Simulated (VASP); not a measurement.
## Sb: single point with PBEsol

The system is Sb.

```
Sb
1.0
     2.16297    1.24879    3.68010
    -2.16297    1.24879    3.68010
     0.00000   -2.49758    3.68010
Sb
2
Direct
  0.23624 0.23624 0.23624
  0.76376 0.76376 0.76376
```

```yaml
Program: VASP 6.6.1
Task: single point
Functional: PBEsol
Potentials_or_basis: VASP PAW PBE potentials, release 64 (Sb)
Cutoff: 520 eV
k_mesh: 12 × 12 × 12
Occupations: gaussian, width 0.1 eV
Spin: non-collinear spin, zero start, spin-orbit coupling
Starting_moments: "[[0.0, 0.0, 0.0], [0.0, 0.0, 0.0]] μB"
Further_INCAR_settings: ALGO = Normal; EDIFF = 1e-06; NBANDS = 22
```

```json
{
  "Pressure": "0.1 GPa",
  "Net moment": "0.00 μB per cell",
  "Valence electrons inside the program's atomic spheres": "Sb 2.40"
}
```

Moments on the atoms (μB; x, y, z):
```
Sb  0.00 0.00 0.00
Sb  0.00 0.00 0.00
```

Run time: 4.7 min on 1 thread of AMD EPYC 9R45 (Zen 5), with other jobs on the host, peak memory 0.56 GiB.

Caveat: the PAW data sets were made with another functional, which shifts forces and pressure a little.
